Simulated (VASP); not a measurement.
**Moving the functional in Be**

The cell as given:

```cif
data_structure
_symmetry_space_group_name_H-M 'P4/mmm'
_symmetry_Int_Tables_number 123
_cell_length_a 2.0208
_cell_length_b 2.0208
_cell_length_c 2.6616
_cell_angle_alpha 90.000
_cell_angle_beta 90.000
_cell_angle_gamma 90.000
_cell_volume 10.87
loop_
_atom_site_label
_atom_site_type_symbol
_atom_site_symmetry_multiplicity
_atom_site_Wyckoff_symbol
_atom_site_fract_x
_atom_site_fract_y
_atom_site_fract_z
_atom_site_occupancy
Be1 Be 1 b 0.00000 0.00000 0.50000 1
```

This isn't the form of Be at room conditions, which is hcp.

Kept alike: task relaxation of cell and atoms; k mesh 13 × 13 × 10; occupations fermi-dirac, width 0.05 eV; no spin polarisation. Program: VASP, PAW files Be, 600 eV. The mesh is that of the run's cell of 1 atom. No spin-orbit coupling.

| functional | volume (Å³/atom) | first edge of the run's cell (Å) | third edge of the run's cell (Å) |
| --- | --- | --- | --- |
| AM05 | 10.621 | 2.024 | 2.593 |
| BLYP | 12.151 | 2.012 | 3.002 |
| LDA | 10.407 | 1.995 | 2.615 |
| PBE | 10.888 | 2.022 | 2.663 |
| PBEsol | 10.728 | 2.019 | 2.631 |
| PW91 | 10.989 | 2.020 | 2.693 |
| RPBE | 11.179 | 2.038 | 2.690 |
| optB88-vdW | 11.308 | 2.019 | 2.775 |
| rev-vdW-DF2 | 10.972 | 2.021 | 2.685 |
| revPBE | 11.138 | 2.036 | 2.686 |
| vdW-DF-cx | 11.131 | 2.038 | 2.679 |

The relaxations keep at least the cell's symmetry (P4/mmm). For a metal such a mesh leaves the last digits unconverged. Relaxations stop with a little pressure left, so the last digits of a volume or edge aren't settled. Potentials were made for PBE (AM05, BLYP, PBE, PBEsol, PW91, RPBE, optB88-vdW, rev-vdW-DF2, revPBE, vdW-DF-cx); LDA (LDA).

**Question.** What does the functional change here?

**Answer.** The volume runs from 10.407 (LDA) to 12.151 Å³/atom (BLYP). From PBE: AM05 -0.267; BLYP +1.263; LDA -0.481; PBEsol -0.160; PW91 +0.101; RPBE +0.291; optB88-vdW +0.420; rev-vdW-DF2 +0.084; revPBE +0.250; vdW-DF-cx +0.243. The first edge of the run's cell runs from 1.995 (LDA) to 2.038 Å (RPBE; vdW-DF-cx). From PBE: AM05 +0.002; BLYP -0.010; LDA -0.027; PBEsol -0.003; PW91 -0.002; RPBE +0.016; optB88-vdW -0.003; rev-vdW-DF2 -0.001; revPBE +0.014; vdW-DF-cx +0.016. The third edge of the run's cell runs from 2.593 (AM05) to 3.002 Å (BLYP). From PBE: AM05 -0.070; BLYP +0.339; LDA -0.048; PBEsol -0.032; PW91 +0.030; RPBE +0.027; optB88-vdW +0.112; rev-vdW-DF2 +0.022; revPBE +0.023; vdW-DF-cx +0.016.
